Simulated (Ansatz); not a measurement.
Input and command of a calculation in Ansatz (plane waves; scalar-relativistic PAW potentials unless the input names others):

```yaml
crystal:
  lattice:
    - [0.0, 2.02398, 1.8620616]
    - [2.02398, 0.0, 1.8620616]
    - [2.02398, 2.02398, 0.0]
  atoms:
    - { symbol: Al, position: [0.0, 0.0, 0.0] }
kpoints:
  mp_grid: { grid: [20, 20, 20] }
hamiltonian:
  xc: revpbe
scf:
  occupations: { method: gaussian, width: 0.15 }
output:
  forces: true
  eigenvalues: true
  stress: true
```

```bash
ansatz run input.yaml --threads 1 --pin off --max-ram 2560MiB --backend cpu --events-out ev --progress --plain --runs-dir out
```

Abridged log:
```
Pseudopotentials: kind: paw
Pseudopotential: Al, paw, valence charge 3, recommended cutoff 420 eV (normal)
Functional definition: revPBE
Crystal: 1 atom, lattice volume = 15.256 Å³
Basis set: ecut = 420 eV, 307 PW (Γ), exchange–correlation on 40×40×40 points (8 copies of the dense FFT grid, shifted against one another)
Bands: 6, of which v1, the nominal top of the filled ones, is band 2 counted from 1 (1 counted from 0)
Symmetry: 16 space group operations
Space group: I4/mmm (ITA 139), of the structure as read, at distance tolerance 2.5e-5 Å
k-points: 641 of 8000
Initial density: superposition of atomic densities (neutral atoms: chi_scale 0, normalization atom), corrected by the library's trained network
Initial wavefunctions: pseudopotential atomic-orbital guess
Functional: x = revpbe(κ = 1.245, μ = 0.21951497), c = pbe(β = 0.06672455)
SCF iter   1: F=—  HF=-539.572108 eV  |F-HF|=—  |Δ(HF+E_count)|=         —  Δρ=1.32e-3  dr2=1.88e-4  ethr=1.77e-3  ⟨swp⟩=4.7  Hψ=32174  notcnv=0
SCF iter   2: F=—  HF=-539.572107 eV  |F-HF|=—  |Δ(HF+E_count)|=   1.46e-6  Δρ=6.44e-4  dr2=4.40e-5  ethr=6.28e-6  ⟨swp⟩=1.4  Hψ=9232  notcnv=0
SCF iter   3: F=—  HF=-539.572124 eV  |F-HF|=—  |Δ(HF+E_count)|=   1.75e-5  Δρ=1.92e-5  dr2=4.92e-8  ethr=1.47e-6  ⟨swp⟩=1.1  Hψ=3680  notcnv=0
SCF iter   4: F=-539.572124 eV  HF=-539.572124 eV  |F-HF|=8.54e-10  |Δ(HF+E_count)|=   1.31e-8  Δρ=4.97e-6  dr2=2.61e-9  ethr=1.64e-9  ⟨swp⟩=2.1  Hψ=4400  notcnv=0
SCF iter   5: F=-539.572124 eV  HF=-539.572124 eV  |F-HF|=5.68e-13  |Δ(HF+E_count)|=  9.59e-10  Δρ=1.12e-7  dr2=9.81e-13  ethr=8.71e-11  ⟨swp⟩=1.3  Hψ=3766  notcnv=0
SCF iter   6: F=-539.572124 eV  HF=-539.572124 eV  |F-HF|=2.27e-13  |Δ(HF+E_count)|=  3.18e-12  Δρ=2.12e-8  dr2=5.41e-14  ethr=1.00e-12  ⟨swp⟩=2.1  Hψ=12944  notcnv=0
SCF 1 converged in 6 iterations: F = -539.572124 eV  dr2 = 5.41e-14
SCF converged after 6 iterations
Free energy (F): -539.572124 eV
Harris-Foulkes:  -539.572124 eV  (|F-HF|=2.27e-13)
Internal energy: -539.567988 eV  (E = F + TS)
E sigma→0 (E₀):  -539.570056 eV
Entropy (-TS):   -0.004137 eV (-4.137 meV/atom)
Fermi energy:    8.864570 eV
--- Forces (eV/Å), atoms counted from 1 ---
  atom   1  Al     0.00000000     0.00000000     0.00000000
--- Stress (GPa, compression-positive) ---
        7.403614       0.000000       0.000000
        0.000000       7.403614       0.000000
        0.000000       0.000000      12.831267
  P = ⅓ Tr σ = 9.2128 GPa (92.128 kbar)
```

Apart from outputs and empty bands, the input differs from a reference run on usual settings in hamiltonian.xc: "pbesol" → "revpbe"; basis.ecutwfc: 420 → not typed. The reference, at the same geometry (not necessarily relaxed), gave pressure 6.07 GPa, largest force 0.000 eV/Å, no gap on the mesh. This run converged in 6 SCF iterations (reference: 6) with a total energy on another zero, pressure 9.21 GPa, largest force 0.000 eV/Å, no gap on the mesh.

Time: 6.1 s on 1 thread of Arm Neoverse N1 (shared host), peak memory 0.33 GiB.